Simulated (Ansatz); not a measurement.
The system is TePb.

```
Pb Te
1.0
     4.00229    0.00000    0.00000
     0.00000    4.00229    0.00000
     0.00000    0.00000    4.00229
Pb Te
1 1
Cartesian
  0.0000 0.0000 0.0000
  2.0011 2.0011 2.0011
```

Measurements of this composition are mostly on another form, of space group No. 225.

| Quantity | Value |
| --- | --- |
| Program | Ansatz 0.2.0 |
| Task | relaxation of cell and atoms |
| Functional | PBEsol |
| Dispersion | D4 |
| Potentials or basis | Ansatz PAW |
| Cutoff | 420 eV (not typed: the program's choice for these potentials) |
| k mesh | 7 × 7 × 7 |
| Occupations | fermi-dirac, width 0.05 eV |
| Spin | no spin polarisation |

At the start: volume 32.05 Å³/atom.

Question: Where does the relaxation end?

Answer: It ends after 6 steps and the volume is 29.10 Å³/atom (-9.2 %); space group Pm-3m (No. 221, to 0.05 Å).

The path:
```tsv
step	energy change (eV)	largest force (eV/Å)	volume (Å³)
1	0.0000	0.0000	64.11
2	-0.0088	0.0000	62.70
3	-0.0509	0.0000	59.28
4	-0.0523	0.0000	57.34
5	-0.0540	0.0000	58.21
6	-0.0532	0.0000	58.21
```

Final structure:
```xyz
2
Lattice="3.8754 0.0000 0.0000 0.0000 3.8754 0.0000 0.0000 0.0000 3.8754" Properties=species:S:1:pos:R:3 pbc="T T T"
Pb    0.0000    0.0000    0.0000
Te    1.9377    1.9377    1.9377
```

Caveat: the plane-wave basis is chosen anew once the cell has moved, so the energies of steps on either side of that aren't comparable; pairwise dispersion overbinds metals, which lowers pressure and volume; the PAW data sets come from PBE, with cores solved anew for the run's functional, which leaves a small shift of forces and pressure.
